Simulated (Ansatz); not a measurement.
**Light or heavy electrons for an n-channel?**

Plane-wave DFT in Ansatz, r2SCAN, scalar-relativistic PAW potentials, cutoff 500 eV, no spin-orbit coupling; no spin polarisation. Relaxed crystals whose conduction band edge is a single valley at Γ; masses by central differences along the Cartesian axes of the standard setting. A star marks a structure that wasn't matched here to a measured phase, so it may never have been made and needn't be stable; unstarred phases aren't always the most stable ones.

| crystal | gap (eV) | gap kind | m_x | m_y | m_z (mₑ) |
| --- | --- | --- | --- | --- | --- |
| InP (F-43m) | 1.03 | direct | 0.0745 | 0.0745 | 0.0745 |
| GaAs (F-43m) | 0.96 | direct | 0.052 | 0.052 | 0.052 |
| CdSe (P6_3mc) | 1.10 | direct | 0.101 | 0.101 | 0.094 |
| TiO₂ (P4_2/mnm) | 2.22 | direct | 1.18 | 1.18 | 0.585 |
| SnO₂ (Imma)* | 1.77 | direct | 0.193 | 0.228 | 0.228 |

**Question.** Take a film 5 nm thick, normal along z, current along x, at 300 K. Work out the injection velocity, the density-of-states capacitance and the confinement shift.

**Answer.** For a non-degenerate gas v_T = √(2k_BT/πm_x) = 5.38×10⁶ cm/s ÷ √(m_x/mₑ); one valley with both spins has C_Q = e²√(m_x m_y)/πħ² = 66.9 μF/cm² × √(m_x m_y)/mₑ; hard walls lift the first subband by ħ²π²/(2m_z t²) = 376 meV nm² ÷ (t² m_z/mₑ).
```tsv
crystal	v_T (10⁷ cm/s)	C_Q (μF/cm²)	shift (meV)
InP (F-43m)	1.97	5.0	202
GaAs (F-43m)	2.36	3.5	289
CdSe (P6_3mc)	1.69	6.8	160
TiO₂ (P4_2/mnm)	0.50	78.9	26
SnO₂ (Imma)*	1.22	14.0	66
```

**Question.** With a gate oxide of 1 nm equivalent thickness (3.45 μF/cm²), which gives the most current per gate overdrive in the ballistic limit?

**Answer.** The gate capacitance is the series value C_G = 1/(1/C_ox + 1/C_Q), and the current goes as C_G v_T: GaAs (F-43m) 1.00, InP (F-43m) 0.98, CdSe (P6_3mc) 0.95, SnO₂ (Imma)* 0.83, TiO₂ (P4_2/mnm) 0.40 (relative). For an isotropic mass C_G v_T peaks where C_Q = C_ox, at about 0.05 mₑ. This measure doesn't part those within 10 % of the top value: GaAs (F-43m), InP (F-43m), CdSe (P6_3mc). C_Q is the degenerate value and v_T the non-degenerate one; at high drain bias only forward-going states fill, which halves C_Q, while degeneracy raises the velocity, so values within about 10 % of each other aren't ranked. Scattering and the charge centroid are left out, and so are side valleys, which confinement lifts less and can make the lowest. In oxides whose conduction band is of d states, electrons tend to self-trap as polarons, and the band mass says little. Semilocal functionals give gaps too small and so, as a rule, masses too light.

Cost: about 12 core-minutes for the runs cited, on Arm Neoverse V2, Intel Xeon Platinum 8488C (Sapphire Rapids), Intel Xeon Processor @ 2.50GHz (Skylake/Cascade Lake) and other processors (shared hosts).